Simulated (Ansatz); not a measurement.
# HfO2: the cost of one run

Program: Ansatz 0.2.0. Level of theory: DFT PBE, scalar-relativistic, plane waves, PAW. These are calculated values, not measurements.

2 further runs of the same task are left out: 2 set aside as unsound or not needed.

## (1) The starting structure

The structure is tetragonal, space group P4_2/nmc (No. 137). The conventional cell has a = 3.604 Å, b = 3.604 Å, c = 5.264 Å, α = 90.00°, β = 90.00°, γ = 90.00°. Hf (site symmetry -4m2) is surrounded by 4 O at 2.07 Å. O (site symmetry 2mm) is surrounded by 2 Hf at 2.07 Å.

As a file:

```xyz
6
Lattice="3.6043 0.0000 0.0000 0.0000 3.6043 0.0000 0.0000 0.0000 5.2640" Properties=species:S:1:pos:R:3 pbc="T T T"
Hf    1.8022    1.8022    2.6320
Hf    0.0000    0.0000    0.0000
O     0.0000    1.8022    3.6493
O     1.8022    0.0000    4.2467
O     1.8022    0.0000    1.6147
O     0.0000    1.8022    1.0173
```

It goes back to an entry of the Materials Project, which need not be the stable form.

It is the result of an earlier relaxation at this level (volume 11.40 Å³/atom; gap on the mesh: 4.67 eV).

## (2) The undisturbed cell

Input file input.yaml:

```yaml
crystal:
  lattice:
    - [3.6043047997, 0.0, 0.0]
    - [0.0, 3.6043047997, 0.0]
    - [0.0, 0.0, 5.2639671207]
  atoms:
    - { symbol: Hf, position: [0.5, 0.5, 0.5] }
    - { symbol: Hf, position: [0.0, 0.0, 0.0] }
    - { symbol: O, position: [0.0, 0.5, 0.6932521145] }
    - { symbol: O, position: [0.5, 0.0, 0.8067478855] }
    - { symbol: O, position: [0.5, 0.0, 0.3067478855] }
    - { symbol: O, position: [0.0, 0.5, 0.1932521145] }
basis:
  ecutwfc: 420
kpoints:
  mp_grid: { grid: [6, 6, 4] }
hamiltonian:
  xc: pbe
scf:
  occupations: { method: gaussian, width: 0.05 }
output:
  forces: true
  stress: true
  eigenvalues: true
  write_density: true
  write_potential: true
  elf: true
  volumetric_format: npy
```

Run with:

```console
> ansatz run input.yaml --threads 1 --pin off --max-ram 2560MiB --backend cpu --events-out ev --progress --plain --runs-dir out
```

What time and memory should one allow on 1 thread of Oxide Virtual Turin-like (Zen 5), shared host?

About 5.8 s, with a peak of 0.42 GiB.
